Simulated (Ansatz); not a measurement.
# What strain does to GaN (rocksalt)

GaN built on the rocksalt prototype, relaxed with r2SCAN in Ansatz 0.2.0. The symmetry is Fm-3m (No. 225, cubic); a = 4.217 Å in the conventional setting, 9.37 Å³ an atom. Ga has 6 N at 2.11 Å; N has 6 Ga at 2.11 Å.

The axes x, y and z are those of this cell:
```
CELL_PARAMETERS angstrom
0.00000 2.10852 2.10852
2.10852 0.00000 2.10852
2.10852 2.10852 0.00000
ATOMIC_POSITIONS crystal
Ga 0.00000 0.00000 0.00000
N 0.50000 0.50000 0.50000
```

Unstrained: PBE gives an indirect gap of 0.633 eV, from Γ–K (0.47 of the way from Γ) to X; the least direct gap is 2.830 eV at Γ. The r2SCAN gap is indirect, 1.159 eV (Γ–K (0.47 of the way from Γ) to X), below the direct gap of 3.377 eV at Γ. With HSE06 the valence top lies at Γ–K (0.47 of the way from Γ) and the conduction bottom at X, 1.898 eV higher; the smallest vertical gap, at Γ, is 4.144 eV. Meshes: PBE 10×10×10, r2SCAN 10×10×10, HSE06 8×8×8. Strains are changes of length per length, and xy shears are angles. After each strain the atoms were relaxed again with r2SCAN within the symmetry that the strain leaves, so tilts or polar shifts that break it weren't tested; points keep the names that they have in the unstrained zone. The cell comes from a prototype generator: it can be a known phase or a hypothetical one. Spin polarisation is off.

Changes of the least gap in eV (an overlap counts as a negative gap):
```json
{"strain": "isotropic +1.0 % on every length", "volume change (%)": "+3.0", "space group": "Fm-3m", "PBE": "-0.188", "r2SCAN": "-0.202", "HSE06": "-0.224", "G0W0@PBE (mesh)": "-0.25", "energy rise, r2SCAN (meV/atom)": "6.2"}
{"strain": "epitaxial +5.0 % in the plane normal to [111], free normal strain -1.45 %", "volume change (%)": "+8.7", "space group": "R-3m", "PBE": "-0.723", "r2SCAN": "-0.784", "HSE06": "-0.834", "G0W0@PBE (mesh)": "–", "energy rise, r2SCAN (meV/atom)": "79.9"}
{"strain": "epitaxial -4.0 % in the xy plane, free normal strain +4.48 %", "volume change (%)": "-3.7", "space group": "I4/mmm", "PBE": "-0.116", "r2SCAN": "-0.102", "HSE06": "-0.070", "G0W0@PBE (mesh)": "+0.04", "energy rise, r2SCAN (meV/atom)": "42.2"}
{"strain": "uniaxial -0.5 % along z", "volume change (%)": "-0.5", "space group": "I4/mmm", "PBE": "-0.004", "r2SCAN": "-0.002", "HSE06": "0.000", "G0W0@PBE (mesh)": "0.00", "energy rise, r2SCAN (meV/atom)": "0.3"}
{"strain": "xy shear, engineering strain (angle) -0.5 %", "volume change (%)": "0.0", "space group": "Immm", "PBE": "-0.022", "r2SCAN": "-0.022", "HSE06": "-0.021", "G0W0@PBE (mesh)": "-0.02", "energy rise, r2SCAN (meV/atom)": "0.2"}
```
Unstrained, G0W0@PBE with 78 empty bands, a screening cutoff of 150 eV and a 6×6×6 mesh gives 1.45 eV on its mesh; the band count follows the volume. No extrapolation in bands, cutoff or mesh was made for G0W0.

Isotropic +1.0 % on every length. HSE06: the gap goes from 1.898 to 1.674 eV (-0.224 eV). Stress change with r2SCAN, compression positive: xx -6.80, yy -6.80, zz -6.80 GPa. For HSE06, dE_g/d ln V = -7.5 eV over this step.

Epitaxial +5.0 % in the plane normal to [111], free normal strain -1.45 %. PBE: gap 0.63 before, none (overlap 0.09) after (eV); it has closed. HSE06: the gap goes from 1.898 to 1.064 eV (-0.834 eV); the edges go from Γ–K (0.47) → X to (-0.172, 0, 0.164) → X. Stress change with r2SCAN, compression positive: xx -16.49, yy -16.49, zz -16.49, xy +8.26, xz +8.26, yz +8.26 GPa.

Epitaxial -4.0 % in the xy plane, free normal strain +4.48 %. HSE06: the gap goes from 1.898 to 1.828 eV (-0.070 eV); the edges go from Γ–K (0.47) → X to Γ–K (0.53) → X. Stress change with r2SCAN, compression positive: xx +19.78, yy +19.78, zz +0.06 GPa.

Uniaxial -0.5 % along z, other directions held. HSE06: the gap goes from 1.898 to 1.898 eV (0.000 eV); the X points, equivalent before, split by 54 meV, and the conduction bottom lies at those like (1/2, 1/2, 0). Stress change with r2SCAN, compression positive: xx +0.92, yy +0.92, zz +1.90 GPa.

Xy shear, engineering strain (angle) -0.5 %. HSE06: the gap goes from 1.898 to 1.877 eV (-0.021 eV). Stress change with r2SCAN, compression positive: xx +0.01, yy +0.01, zz 0.00, xy +1.18 GPa.

Where an edge lies off the special points, it is a point of the mesh or the k point where a search put PBE's edge or least direct gap, reused for the other functionals, whose own edges may lie a little apart.

Coordinates of k points refer to the reciprocal vectors of the primitive cell of the runs.

The meshes of the hybrids are coarse, so their gaps aren't converged to the digits shown.

With a shallow d shell on the cation, G0W0 converges slowly in bands and cutoff, so these values are in doubt.
